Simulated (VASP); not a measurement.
A run of VASP 6.6.1 is set up as follows.

INCAR

```
PREC = Accurate
ENCUT = 520
EDIFF = 1E-7
ISMEAR = -1
SIGMA = 0.04
LREAL = F
LASPH = T
NELM = 100
ALGO = Normal
ISIF = 2
LWAVE = F
LCHARG = T
GGA = PE
LELF = T
LVHAR = T
NBANDS = 12
```

Contents of KPOINTS:

```
Automatic mesh
0
Gamma
  7 7 7
```

The input POSCAR:

```
Hg
1.0
   -1.8767364354      1.8767364354      1.9168448550
    1.8767364354     -1.8767364354      1.9168448550
    1.8767364354      1.8767364354     -1.9168448550
Hg
1
Direct
    0.5000000000      0.5000000000      0.0000000000
```

Potentials or basis: VASP PAW PBE potentials, release 64 (Hg).

Launch:

```sh
$ cat potpaw_PBE.64/Hg/POTCAR > POTCAR
$ mpirun -np 1 vasp_std > vasp.out
```

(1) Estimate the pressure.

(2) What does it give for the band gap on the k mesh?

## Answers

(1) 0.8 GPa.

(2) none (metal or under the smearing width).
